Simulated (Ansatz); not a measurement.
# ¹⁷O nuclear quadrupole resonance in SiO2

Cell: a structure deposited in the COD, its atoms then relaxed with PBE in this cell.

Space group P4_12_12 (No. 92); a = 4.9080, c = 6.7840 Å.

| site | Wyckoff | site symmetry | x | y | z |
| --- | --- | --- | --- | --- | --- |
| Si | 4a | ..2 | 0.3123 | 0.3123 | 0.0000 |
| O | 8b | 1 | 0.2337 | 0.1302 | 0.1920 |

One atom of each set is listed.

All values are calculated (Ansatz; DFT, PBE, plane waves and PAW (field gradients read without the response of the frozen cores, which leaves them typically 4 to 6 % off), scalar-relativistic, 420 eV cutoff, Γ-centred 5×5×4 k-points, Fermi–Dirac smearing 0.02 eV), not measured.

¹⁷O: I = 5/2, Q = -25.58 mb (year-2017 value). Static lattice, zero field.

Question: Predict the zero-field ¹⁷O lines of each site.

Answer: For I = 5/2 and η = 0 the lines are 3|C_Q|/20 and twice that; η pulls their ratio below 2.

```csv
site,atoms,V_zz (10²¹ V/m²),C_Q (MHz),η,line frequencies (MHz)
O,8,9.45,-5.85,0.24,"0.931, 1.73"
```

At O V_zz runs parallel to the line that joins its two neighbours (within 1°).

The cell is 5 % smaller than that of α-cristobalite at ambient conditions, so the entry probably stands for a crystal under pressure.

The relaxation (6 steps) took 34 s of wall time (34 s of CPU time) and 0.48 GiB at its peak, on 1 thread of Intel Xeon Platinum 8488C (Sapphire Rapids) (x86_64; 16 cores open to the job, memory cap 3.0 GiB, no GPU), a shared host with a load of 0.2 a core.
